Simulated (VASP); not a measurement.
Input of a VASP 6.6.1 run:

File INCAR:

```
PREC     = Accurate       # precision mode
ENCUT    = 520            # plane-wave cutoff, eV
EDIFF    = 1E-6           # SCF threshold, eV
ISMEAR   = -1             # smearing method
SIGMA    = 0.05           # smearing width, eV
LREAL    = Auto         
LASPH    = T              # aspherical terms in the spheres
NELM     = 100            # most SCF steps
ALGO     = Normal         # electronic algorithm
ISIF     = 2              # what is computed and relaxed
LWAVE    = F              # write WAVECAR
LCHARG   = F              # write CHGCAR
GGA      = CA             # functional
IBRION   = 2              # ionic algorithm
NSW      = 35             # ionic steps
EDIFFG   = -0.3           # ionic threshold
```

File KPOINTS:

```
regular mesh
0
Gamma
  1 1 1
```

File POSCAR:

```
H
1.0
    6.8682850000      0.0000000000      0.0000000000
    0.0000000000      6.8682850000      0.0000000000
    0.0000000000      0.0000000000      6.8682850000
H
24
Direct
    0.5299022000      0.7537608000      0.5995077000
    0.5330953000      0.7589920000      0.4923538000
    0.8074431000      0.1794407000      0.9568881000
    0.9086966000      0.1944691000      0.9246177000
    0.5356669000      0.1129220000      0.8513858000
    0.4372454000      0.1363410000      0.8155492000
    0.4239675000      0.5677835000      0.9869009000
    0.3556362000      0.6320381000      0.9347312000
    0.1766618000      0.4129756000      0.8227169000
    0.1843223000      0.3225242000      0.7654511000
    0.8278228000      0.8071846000      0.7539962000
    0.8310984000      0.8012069000      0.6468839000
    0.4034127000      0.2984511000      0.2261660000
    0.3390378000      0.2670092000      0.3060834000
    0.8174780000      0.9596061000      0.3227391000
    0.8896199000      1.0389877000      0.3190504000
    0.0626122000      0.8954286000      0.1494864000
    0.0569746000      0.9247668000      0.0463991000
    0.3803642000      0.8549600000      0.0745733000
    0.4367041000      0.8584961000      0.1658576000
    0.1258212000      0.4485297000      0.4750353000
    0.1663020000      0.4080521000      0.3842478000
   -0.0304473000      0.6390408000      0.1335861000
    0.0363114000      0.6188976000      0.2151768000
```

Potentials or basis: VASP PAW LDA potentials, release 64 (H).

Launch:

```console
$ cat potpaw_LDA.64/H/POTCAR > POTCAR
$ mpirun -np 1 vasp_gam > vasp.out
```

(1) What does it give for the energy gained by relaxing?

(2) Predict the band gap on the k mesh.

Results:

(1) 14.8 meV/atom.

(2) 7.34 eV, direct.
